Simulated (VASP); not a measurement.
GaAs: band structure with PBE

**The experiment to reproduce.**

From “Evidence of valence band perturbations in GaAsN/GaAs(001): A combined variable-angle spectroscopic ellipsometry and modulated photoreflectance investigation”, 2008, arxiv:0805.2212, for a bulk crystal of GaAs at 300 K: band gap 1.418 ± 0.005 eV (direct).

The system is GaAs.

```xyz
2
Lattice="0.0000 2.8751 2.8751 2.8751 0.0000 2.8751 2.8751 2.8751 0.0000" Properties=species:S:1:pos:R:3 pbc="T T T"
Ga    0.0000    0.0000    0.0000
As    1.4376    1.4376    1.4376
```

* Program: VASP 6.6.1
* Task: band structure
* Functional: PBE
* Potentials or basis: VASP PAW PBE potentials, release 64 (Ga_d, As)
* Cutoff: 520 eV
* k mesh: 6 × 6 × 6
* Occupations: gaussian, width 0.03 eV
* Spin: no spin polarisation
* Grid for exact exchange (PRECFOCK): Fast
* Further INCAR settings: ALGO = Fast; EDIFF = 1e-06; NBANDS = 16

```yaml
Pressure: 0.0 GPa
Band_gap_on_the_k_mesh: 0.14 eV, direct
Band_gap_along_the_path: 0.14 eV, direct
```

Levels at points of the mesh, in eV from the valence-band top:
```
           k point  band 5  band 6  band 7  band 8  band 9  band 10  band 11  band 12  band 13  band 14
(0.00, 0.00, 0.00)  -14.67  -12.37    0.00    0.00    0.00     0.14     3.71     3.71     3.71     7.43
(0.50, 0.00, 0.00)  -14.67  -10.76   -6.38   -1.07   -1.07     0.86     4.61     4.61     7.69    10.02
(0.50, 0.50, 0.00)  -14.66  -10.08   -6.59   -2.51   -2.51     1.55     1.67     9.76     9.76    10.53
```

It took 6.8 s on 2 MPI ranks on Intel(R) Xeon(R) 6975P-C (Granite Rapids), with other jobs on the host, peak memory 0.16 GiB a rank.

Measured gap of GaAs: 1.418 eV (direct; 300 K; “Evidence of valence band perturbations in GaAsN/GaAs(001): A combined variable-angle spectroscopic ellipsometry and modulated photoreflectance investigation”, 2008, arxiv:0805.2212). This calculation gives 0.14 eV (-1.28 eV). So large a miss can be the level of theory's own, or it may mean another phase, state or a wrong row. 3 values of this kind are on record (1.412 to 1.51 eV); this one was drawn at random among those near their median, those with a stated uncertainty first. Spin-orbit coupling on As, Ga is left out. The value is that of PBE, without temperature or zero-point motion. Semilocal functionals fall short of measured gaps as a rule.
